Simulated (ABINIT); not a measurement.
Write an ASE script for ABINIT 10.8.3 (patched build) that does the following.

- Task: equation of state
- Functional: revPBE
- Dispersion: D4
- Potentials or basis: JTH PAW PBE v2.0
- Cutoff: 463 eV
- k mesh: 8 × 8 × 8
- Occupations: fermi-dirac, width 0.05 eV
- Spin: no spin polarisation
- Dispersion computed by: dftd4 4.3.1
- Fine-grid cutoff: 925.187 eV
- Exchange and correlation inside the PAW spheres: full angular mesh (pawxcdev 0, this build's default; the released program takes 1)

AgBr:

```
Ag Br
1.0
     0.00000    2.87015    2.87015
     2.87015    0.00000    2.87015
     2.87015    2.87015    0.00000
Ag Br
1 1
Cartesian
  0.0000 0.0000 0.0000
  2.8702 2.8702 2.8702
```

These files were run (other wordings do the same):

run.py

```python
import json, os
import numpy as np
from ase.eos import EquationOfState
from ase.units import GPa
from ase.calculators.mixing import SumCalculator
from dftd4.ase import DFTD4
from ase.calculators.abinit import Abinit, AbinitProfile
from ase import Atoms

atoms = Atoms(['Ag', 'Br'],
              cell=[[0.0, 2.87015, 2.87015], [2.87015, 0.0, 2.87015], [2.87015, 2.87015, 0.0]],
              scaled_positions=[[0.0, 0.0, 0.0], [0.5, 0.5, 0.5]],
              pbc=True)

profile = AbinitProfile(command='abinit', pp_paths=[os.path.abspath('pseudos')])
params = dict(
    pps='pawxml', xc='PBE',
    ecut=462.5936,
    pawecutdg=925.1871,
    kptopt=1,
    ngkpt=[8, 8, 8],
    nshiftk=1,
    shiftk=[0.0, 0.0, 0.0],
    ixc=14,
    nband=13,
    occopt=3,
    tsmear=0.05,
    nstep=100,
    tolvrs=1e-09,
    prtwf=0,
    prtden=0,
)

cell0 = atoms.cell.copy()
volumes, energies = [], []
for i, x in enumerate([0.94, 0.96, 0.98, 1.0, 1.02, 1.04, 1.06]):
    atoms.set_cell(cell0 * x ** (1 / 3), scale_atoms=True)
    atoms.calc = SumCalculator([Abinit(profile=profile, directory=f'v{i}', **params), DFTD4(method='revpbe')])
    volumes.append(atoms.get_volume() / len(atoms))
    dft, disp = atoms.calc.mixer.calcs
    energies.append((dft.get_property('free_energy', atoms) + disp.get_property('energy', atoms)) / len(atoms))
    print(f'{x:5.2f} {volumes[-1]:10.5f} A^3/atom {energies[-1]:14.6f} eV/atom', flush=True)
    json.dump(dict(volumes=volumes, energies=energies), open('results.json', 'w'))
v0, e0, b0 = EquationOfState(volumes, energies, eos='vinet').fit()
print(f'V0 {v0:.4f} A^3/atom  E0 {e0:.6f} eV/atom  B0 {b0 / GPa:.2f} GPa')
```

Potentials or basis: JTH PAW PBE v2.0.

Launch:

```bash
$ python run.py
```

Results of the run:

* Equilibrium volume: 23.56 Å³/atom
* Bulk modulus: 46 GPa
* Pressure derivative of the bulk modulus: 5.9 (rough: it moves with the points fitted)

Caveat: pressures at fixed basis lie under the slope of the energies; the log and the count of SCF iterations are those of the last ABINIT call alone; the PAW data sets were made with another functional, which shifts forces and pressure a little.

Wall time 100 s on 1 thread of Arm Neoverse V1, on a shared host, peak memory 0.11 GiB.
